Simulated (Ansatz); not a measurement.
## HgTe: equation of state with LDA

Crystal: HgTe.

```
CELL_PARAMETERS angstrom
-3.04560 3.04560 1.55941
3.04560 -3.04560 1.55941
3.04560 3.04560 -1.55941
ATOMIC_POSITIONS crystal
Hg 0.75000 0.25000 0.50000
Te 0.00000 0.00000 0.00000
```

Measurements of this composition are mostly on another form, of space group No. 216.

| Item | Value |
| --- | --- |
| Program | Ansatz 0.2.0 |
| Task | equation of state |
| Functional | LDA |
| Potentials or basis | Ansatz PAW |
| Cutoff | 420 eV |
| Density cutoff | 1680 eV |
| k mesh | 10 × 10 × 10 |
| Occupations | fermi-dirac, width 0.05 eV |
| Spin | no spin polarisation |

```
Equilibrium volume                        : 25.99 Å³/atom (rough: see the caveat)
Bulk modulus at fixed shape and positions : 60 GPa (rough)
```

Energy against volume, from the lowest point:
```
volume (Å³/atom)  energy (meV/atom)
          27.193               0.00
          27.772              10.47
          28.351              24.09
          28.929              40.44
          29.508              59.16
          30.086              79.91
          30.665             102.42
```

All runs of the series together: 44 s on 2 threads of Arm Neoverse V2, on a shared host.

Caveat: the minimum lies outside the volumes run; the cell was scaled at fixed shape and fractional positions, which overstates the stiffness of a crystal with free parameters, most of all of layers and chains. Spin-orbit coupling is left out, which matters for the levels of Hg, Te.
